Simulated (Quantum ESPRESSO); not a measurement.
A calculation with Quantum ESPRESSO 7.5 of Ge (ASE script, structure from a POSCAR):

File run.py:

```python
import numpy as np
from ase.calculators.espresso import Espresso, EspressoProfile
from ase.io import read

atoms = read('POSCAR')

input_data = {
    'control': {'calculation': 'scf', 'prefix': 'pwscf', 'outdir': './tmp', 'tprnfor': True, 'tstress': True, 'disk_io': 'nowf'},
    'system': {'ecutwfc': 55.0, 'ecutrho': 440.0, 'nbnd': 21, 'occupations': 'smearing', 'smearing': 'fd', 'degauss': 0.00367493},
    'electrons': {'conv_thr': 4e-10, 'electron_maxstep': 120, 'mixing_beta': 0.5},
}
pseudopotentials = {'Ge': 'ge_pbe_v1.4.uspp.F.UPF'}
profile = EspressoProfile(command='pw.x', pseudo_dir='pseudo')
dft = Espresso(profile=profile, input_data=input_data, pseudopotentials=pseudopotentials, kpts=(10, 10, 6), koffset=(0, 0, 0))
atoms.calc = dft

print(f'energy {atoms.get_potential_energy():.8f} eV')
print('forces (eV/A)')
print(np.round(atoms.get_forces(), 6))
print('stress (eV/A^3, Voigt)')
print(np.round(atoms.get_stress(), 8))
print(f'Fermi level {dft.get_fermi_level():.4f} eV')
```

POSCAR

```
Ge
1.0
    1.4880529250     -2.5946896100      0.0000000000
    1.4880529250      2.5946896100      0.0000000000
    0.0000000000      0.0000000000      4.7275957900
Ge
2
Direct
    0.3334466300      0.6665533700      0.2500000000
    0.6665533700      0.3334466300      0.7500000000
```

Potentials or basis: SSSP 1.3 efficiency PBE.

Launch:

```sh
$ OMP_NUM_THREADS=1 python run.py
```

This isn't the form of Ge at room conditions, which is diamond.

Task: Write the same calculation in another form: native input, structure typed inline.

Result: As run:

The input pw.in:

```
&CONTROL
  calculation = 'scf'
  prefix = 'pwscf'
  outdir = './tmp'
  pseudo_dir = './pseudo'
  tprnfor = .true.
  tstress = .true.
  disk_io = 'low'
/
&SYSTEM
  ibrav = 0
  celldm(1) = 8
  nat = 2
  ntyp = 1
  ecutwfc = 55
  ecutrho = 440
  nbnd = 21
  occupations = 'smearing'
  smearing = 'fd'
  degauss = 0.00367493
/
&ELECTRONS
  conv_thr = 4d-10
  electron_maxstep = 120
  mixing_beta = 0.5
/
ATOMIC_SPECIES
Ge    72.6300 ge_pbe_v1.4.uspp.F.UPF
CELL_PARAMETERS alat
  0.3515015608998  -0.6129065926640   0.0000000000000
  0.3515015608998   0.6129065926640   0.0000000000000
  0.0000000000000   0.0000000000000   1.1167326588792
ATOMIC_POSITIONS crystal
Ge     0.3334466300    0.6665533700    0.2500000000
Ge     0.6665533700    0.3334466300    0.7500000000
K_POINTS automatic
10 10 6 0 0 0
```

File pp_density.in:

```
&INPUTPP
  prefix = 'pwscf'
  outdir = './tmp'
  filplot = 'density.dat'
  plot_num = 0
/
&PLOT
  nfile = 1
  filepp(1) = 'density.dat'
  iflag = 3
  output_format = 6
  fileout = 'density.cube'
/
```

File pp_potential.in:

```
&INPUTPP
  prefix = 'pwscf'
  outdir = './tmp'
  filplot = 'potential.dat'
  plot_num = 11
/
&PLOT
  nfile = 1
  filepp(1) = 'potential.dat'
  iflag = 3
  output_format = 6
  fileout = 'potential.cube'
/
```

Potentials or basis: SSSP 1.3 efficiency PBE.

Run with:

```console
$ OMP_NUM_THREADS=1 pw.x -in pw.in > pw.out
$ OMP_NUM_THREADS=1 pp.x -in pp_density.in > pp_density.out
$ OMP_NUM_THREADS=1 pp.x -in pp_potential.in > pp_potential.out
```

Both were run:

|  | ASE script, structure from a POSCAR | native input, structure typed inline |
| --- | --- | --- |
| Pressure | 4.2 GPa | 4.2 GPa |
| Band gap on the k mesh | none (metal or under the smearing width) | none (metal or under the smearing width) |

Keys that steer only the numerical path or the files written may differ.
